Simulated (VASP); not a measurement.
# InSb (F-43m) in VASP: band structure with PBE

Aim: the band structure of InSb with PBE.

Everything below comes from runs of VASP 6.6.1. Logs are shortened: lines on timing, memory, paths and dates and some standing lists are left out, and cuts for length are marked.

**The experiment to reproduce.**

From “Electronic Structure and Epitaxy of CdTe Shells on InSb Nanowires”, 2021, arxiv:2111.05126, for a bulk crystal of InSb: band gap 0.24 eV.

How close the calculation comes is told below.

### 1 The crystal as given

Symmetry: F-43m, No. 216, cubic system. Conventional cell: a = 6.628 Å, b = 6.628 Å, c = 6.628 Å, α = 90.00°, β = 90.00°, γ = 90.00°. In (site symmetry -43m) is surrounded by 4 Sb at 2.87 Å. Sb (site symmetry -43m) has 4 In at 2.87 Å as nearest neighbours.

### 2 Band structure, PBE

Contents of INCAR:

```
SYSTEM = InSb
ALGO = Normal
EDIFF = 1E-7
ENCUT = 250
GGA = PE
ISIF = 2
ISMEAR = 0
LASPH = .TRUE.
LCHARG = .FALSE.
LREAL = .FALSE.
LWAVE = .FALSE.
NBANDS = 16
NELM = 60
PREC = Accurate
SIGMA = 0.02
```

Contents of KPOINTS:

```
k-points
0
G
  8 8 8
  0 0 0
```

Contents of POSCAR:

```
InSb                                    
1.0
   -0.0000000000      3.3140893242      3.3140893242
    3.3140893242      0.0000000000      3.3140893242
    3.3140893242      3.3140893242      0.0000000000
  In              Sb            
     1     1
Direct
     0.0000000000000000    0.0000000000000000    0.0000000000000000
     0.2500000000000000    0.2500000000000000    0.2500000000000000
```

Contents of KPOINTS_OPT:

```
path GXWKGLUWLK,UX
10
line-mode
reciprocal
 0.0000000000  0.0000000000  0.0000000000  G
 0.5000000000  0.0000000000  0.5000000000  X

 0.5000000000  0.0000000000  0.5000000000  X
 0.5000000000  0.2500000000  0.7500000000  W

 0.5000000000  0.2500000000  0.7500000000  W
 0.3750000000  0.3750000000  0.7500000000  K

 0.3750000000  0.3750000000  0.7500000000  K
 0.0000000000  0.0000000000  0.0000000000  G

 0.0000000000  0.0000000000  0.0000000000  G
 0.5000000000  0.5000000000  0.5000000000  L

 0.5000000000  0.5000000000  0.5000000000  L
 0.6250000000  0.2500000000  0.6250000000  U

 0.6250000000  0.2500000000  0.6250000000  U
 0.5000000000  0.2500000000  0.7500000000  W

 0.5000000000  0.2500000000  0.7500000000  W
 0.5000000000  0.5000000000  0.5000000000  L

 0.5000000000  0.5000000000  0.5000000000  L
 0.3750000000  0.3750000000  0.7500000000  K

 0.6250000000  0.2500000000  0.6250000000  U
 0.5000000000  0.0000000000  0.5000000000  X
```

Potentials or basis: VASP PAW PBE potentials, release 64 (In_d, Sb).

On the command line:

```console
cat potpaw_PBE.64/In_d/POTCAR potpaw_PBE.64/Sb/POTCAR > POTCAR
mpirun -np 1 vasp_std > vasp.out
```

OUTCAR:

```text
SYSTEM = InSb
   EDIFF = 1E-7
   ENCUT = 250
   GGA = PE
   ISIF = 2
   ISMEAR = 0
   LASPH = .TRUE.
   LREAL = .FALSE.
   NELM = 60
   PREC = Accurate

 ion  position               nearest neighbor table
   1  0.000  0.000  0.000-   2 2.87   2 2.87   2 2.87   2 2.87
   2  0.250  0.250  0.250-   1 2.87   1 2.87   1 2.87   1 2.87

  LATTYP: Found a face centered cubic cell.
 ALAT       =     6.6281786484

  Lattice vectors:

 A1 = (   0.0000000000,   3.3140893242,   3.3140893242)
 A2 = (   3.3140893242,   0.0000000000,   3.3140893242)
 A3 = (   3.3140893242,   3.3140893242,   0.0000000000)

Analysis of symmetry for initial positions (statically):
=====================================================================
 Subroutine PRICEL returns:
 Original cell was already a primitive cell.

 Routine SETGRP: Setting up the symmetry group for a
 face centered cubic supercell.

 Subroutine GETGRP returns: Found 24 space group operations
 (whereof 24 operations were pure point group operations)
 out of a pool of 48 trial point group operations.

The static configuration has the point symmetry T_d .

Analysis of symmetry for dynamics (positions and initial velocities):
=====================================================================
 Subroutine PRICEL returns:
 Original cell was already a primitive cell.

 Routine SETGRP: Setting up the symmetry group for a
 face centered cubic supercell.

 Subroutine GETGRP returns: Found 24 space group operations
 (whereof 24 operations were pure point group operations)
 out of a pool of 48 trial point group operations.

The dynamic configuration has the point symmetry T_d .

 Subroutine INISYM returns: Found 24 space group operations
 (whereof 24 operations are pure point group operations),
 and found     1 'primitive' translations

----------------------------------------------------------------------------------------

                                     Primitive cell

  volume of cell :      72.7985

  direct lattice vectors                    reciprocal lattice vectors
     0.000000000  3.314089324  3.314089324    -0.150871009  0.150871009  0.150871009
     3.314089324  0.000000000  3.314089324     0.150871009 -0.150871009  0.150871009
     3.314089324  3.314089324  0.000000000     0.150871009  0.150871009 -0.150871009

  length of vectors
     4.686830069  4.686830069  4.686830069     0.261316253  0.261316253  0.261316253

[... 79 lines left out ...]
   NELM   =     60;   NELMIN=  2; NELMDL= -5     # of ELM steps
   EDIFF  = 0.1E-06   stopping-criterion for ELM
   LREAL  =      F    real-space projection
   EDIFFG = 0.1E-05   stopping-criterion for IOM
   NSW    =      0    number of steps for IOM
   IBRION =     -1    ionic relax: 0-MD 1-quasi-New 2-CG
   NFREE  =      0    steps in history (QN), initial steepest desc. (CG)
   ISIF   =      2    stress and relaxation
   ISYM   =      2    0-nonsym 1-usesym 2-fastsym
   POTIM  = 0.5000    time-step for ionic-motion
   TEBEG  =    0.0;   TEEND  =   0.0 temperature during run
   PSTRESS=    0.0 pullay stress
   NELECT =      18.0000    total number of electrons
   NUPDOWN=      -1.0000    fix difference up-down
   EMIN   =  10.00;   EMAX   =-10.00  energy-range for DOS
   EFERMI =   0.00;   METHOD = LEGACY
   ISMEAR =     0;   SIGMA  =   0.02  broadening in eV -4-tet -1-fermi 0-gaus
   EFERMI_NEDOS =   21; number of points for ismear=-14 and -15
   IALGO  =     38    algorithm
   IMIX   =      4    mixing-type and parameters
     AMIX     =   0.40;   BMIX     =  1.00
     AMIX_MAG =   1.60;   BMIX_MAG =  1.00
  volume/ion in A,a.u.               =      36.40       245.63
  Fermi-wavevector in a.u.,A,eV,Ry     =   1.027523  1.941736 14.365073  1.055803
  Thomas-Fermi vector in A             =   2.161472
   LORBIT       =      0    0 simple, 1 ext, 2 COOP (PROOUT), +10 PAW based schemes
   GGA     = PE    functional components
   LHFCALC =     F    Hartree Fock is set to
   AEXX    =    0.0000 exact exchange contribution
   IVDW    =     0    specifies the selected vdW correction
   LEPSILON=     F    determine dielectric tensor
   LRPA    =     F    only Hartree local field effects (RPA)
 non-spin polarized calculation
 Gauss-broadening in eV      SIGMA  =   0.02
  energy-cutoff  :      250.00
  volume of cell :       72.80
 maximum number of plane-waves:       666
   NGX = 13   NGY = 13   NGZ = 13

 number of electron      17.9999988 magnetization

 Free energy of the ion-electron system (eV)
  ---------------------------------------------------
  ext. energy  EPLUGINS =         0.00000000
  ---------------------------------------------------
  free energy    TOTEN  =        -6.94774029 eV

  energy without entropy =       -6.94768003  energy(sigma->0) =       -6.94771016

 E-fermi :   4.4186     XC(G=0):  -8.3955

 val. band max:        4.4125162053   @ k =   0.0000   0.0000   0.0000
 cond. band min:       4.8335721229   @ k =   0.5000   0.0000   0.0000
 fundamental gap:      0.4210559175
 Fermi energy:         4.4186053651

 k-point     1 :       0.0000    0.0000    0.0000
  band No.  band energies     occupation
      1     -10.0344      2.00000
      2     -10.0343      2.00000
      3     -10.0343      2.00000
      4      -9.9664      2.00000
      5      -9.9664      2.00000
      6      -5.8936      2.00000
[... 433 lines left out ...]
      3     -10.0109      2.00000
      4      -9.9693      2.00000
      5      -9.9647      2.00000
      6      -4.4477      2.00000
[... 8 lines left out ...]
     15      13.3199      0.00000
     16      13.6307      0.00000

 [... further k-points ...]

------------------------ aborting loop because EDIFF is reached ----------------------------------------

  FORCE on cell =-STRESS in cart. coord.  units (eV):
  Direction    XX          YY          ZZ          XY          YZ          ZX
  --------------------------------------------------------------------------------------
  -------------------------------------------------------------------------------------
  Total        0.0087450      0.0087450      0.0087450      0.0000000     -0.0000000      0.0000000
  in kB        0.1924643      0.1924643      0.1924643      0.0000000     -0.0000000      0.0000000
  external PRESSURE =       0.1924643 kB  Pullay stress =       0.0000000 kB

 VOLUME and BASIS-vectors are now :
 -----------------------------------------------------------------------------
  energy-cutoff  :      250.00
  volume of cell :       72.80
      direct lattice vectors                 reciprocal lattice vectors
     0.000000000  3.314089324  3.314089324    -0.150871009  0.150871009  0.150871009
     3.314089324  0.000000000  3.314089324     0.150871009 -0.150871009  0.150871009
     3.314089324  3.314089324  0.000000000     0.150871009  0.150871009 -0.150871009

 POSITION                                       TOTAL-FORCE (eV/Angst)
 -----------------------------------------------------------------------------------
      0.00000      0.00000      0.00000         0.000000      0.000000      0.000000
      1.65704      1.65704      1.65704        -0.000000     -0.000000     -0.000000
 -----------------------------------------------------------------------------------
    total drift:                               -0.000001     -0.000001     -0.000001

  FREE ENERGIE OF THE ION-ELECTRON SYSTEM (eV)
  ---------------------------------------------------
  free  energy   TOTEN  =        -6.9477402888 eV

  energy  without entropy=       -6.9476800300  energy(sigma->0) =       -6.94771016
```

OSZICAR:

```text
N       E                     dE             d eps       ncg     rms          rms(c)
DAV:   1     0.907147849902E+02    0.90715E+02   -0.53713E+03   928   0.635E+02
DAV:   2    -0.239218219430E+01   -0.93107E+02   -0.91075E+02  1112   0.210E+02
DAV:   3    -0.695151511254E+01   -0.45593E+01   -0.45531E+01  1168   0.520E+01
[... 43 lines left out ...]
       N       E                     dE             ncg
DAV:   1     0.535197585947E+04   -0.50380E+04      416
DAV:   2     0.421351299960E+04   -0.11385E+04      496
DAV:   3     0.415553464704E+04   -0.57978E+02      560
DAV:   4     0.415442179046E+04   -0.11129E+01      624
DAV:   5     0.415438972231E+04   -0.32068E-01      552
DAV:   6     0.415438756899E+04   -0.21533E-02      648
DAV:   7     0.415438755211E+04   -0.16881E-04      520
DAV:   8     0.415438755175E+04   -0.36032E-06      568
DAV:   9     0.415438755173E+04   -0.16150E-07      432
```

stdout:

```text
POSCAR found type information on POSCAR InSb
 POSCAR found :  2 types and       2 ions
 scaLAPACK will be used
 LDA part: xc-table for (Slater+PW92), standard interpolation
 POSCAR, INCAR and KPOINTS ok, starting setup
 FFT: planning ... GRIDC
 FFT: planning ... GRID_SOFT
 FFT: planning ... GRID
 WAVECAR not read
 entering main loop
 Start KPOINTS_OPT (optional k-point list driver)
k-point batch [1-29\100]
k-point batch [30-58\100]
k-point batch [59-87\100]
k-point batch [88-100\100]
```

Wall time 29 s (1 thread of AMD EPYC 7R13 (Zen 3), shared host); peak memory 0.13 GiB.

What came out:

| Property | Result |
| --- | --- |
| Free energy | -6.9477 eV |
| Band gap along the path | none (metal or under the smearing width) |

Levels at the corners of the path, in eV from the Fermi level:
```csv
point,band 5,band 6,band 7,band 8,band 9,band 10,band 11,band 12,band 13,band 14
Γ,-14.39,-10.31,-0.58,-0.01,-0.01,-0.01,2.96,2.96,2.96,5.66
X,-14.38,-8.58,-5.64,-2.05,-2.05,1.35,1.46,7.74,7.74,8.36
X,-14.38,-8.58,-5.64,-2.05,-2.05,1.35,1.46,7.74,7.74,8.36
W,-14.38,-8.55,-5.55,-2.59,-2.46,3.26,3.97,4.08,4.92,8.61
W,-14.38,-8.55,-5.55,-2.59,-2.46,3.26,3.97,4.08,4.92,8.61
K,-14.38,-8.62,-5.53,-2.83,-1.74,1.64,3.58,6.02,6.21,6.82
K,-14.38,-8.62,-5.53,-2.83,-1.74,1.64,3.58,6.02,6.21,6.82
Γ,-14.39,-10.31,-0.58,-0.01,-0.01,-0.01,2.96,2.96,2.96,5.66
Γ,-14.39,-10.31,-0.58,-0.01,-0.01,-0.01,2.96,2.96,2.96,5.66
L,-14.38,-9.11,-5.32,-0.91,-0.91,0.41,3.79,3.79,6.11,7.89
L,-14.38,-9.11,-5.32,-0.91,-0.91,0.41,3.79,3.79,6.11,7.89
U,-14.38,-8.62,-5.53,-2.83,-1.74,1.64,3.58,6.02,6.21,6.82
U,-14.38,-8.62,-5.53,-2.83,-1.74,1.64,3.58,6.02,6.21,6.82
W,-14.38,-8.55,-5.55,-2.59,-2.46,3.26,3.97,4.08,4.92,8.61
W,-14.38,-8.55,-5.55,-2.59,-2.46,3.26,3.97,4.08,4.92,8.61
L,-14.38,-9.11,-5.32,-0.91,-0.91,0.41,3.79,3.79,6.11,7.89
L,-14.38,-9.11,-5.32,-0.91,-0.91,0.41,3.79,3.79,6.11,7.89
K,-14.38,-8.62,-5.53,-2.83,-1.74,1.64,3.58,6.02,6.21,6.82
U,-14.38,-8.62,-5.53,-2.83,-1.74,1.64,3.58,6.02,6.21,6.82
X,-14.38,-8.58,-5.64,-2.05,-2.05,1.35,1.46,7.74,7.74,8.36
```

Caveat: the cutoff is under 1.25 times the usual one of these potentials, so pressure, stress and relaxed cells hold a basis-set (Pulay) error; spin-orbit coupling is left out, which moves the levels of the heavy elements; this crystal is a semiconductor, whose small gap the functional closes, so the metal is an error of the method.

### 3 Comparison with measurements

Step 2. Against the measured gap of InSb, 0.24 eV (quoted in “Electronic Structure and Epitaxy of CdTe Shells on InSb Nanowires”, 2021, arxiv:2111.05126), the calculated 0.00 eV is off by -0.24 eV. Spin-orbit coupling on In, Sb is left out. The value is that of PBE, without temperature or zero-point motion. Semilocal functionals fall short of measured gaps as a rule.
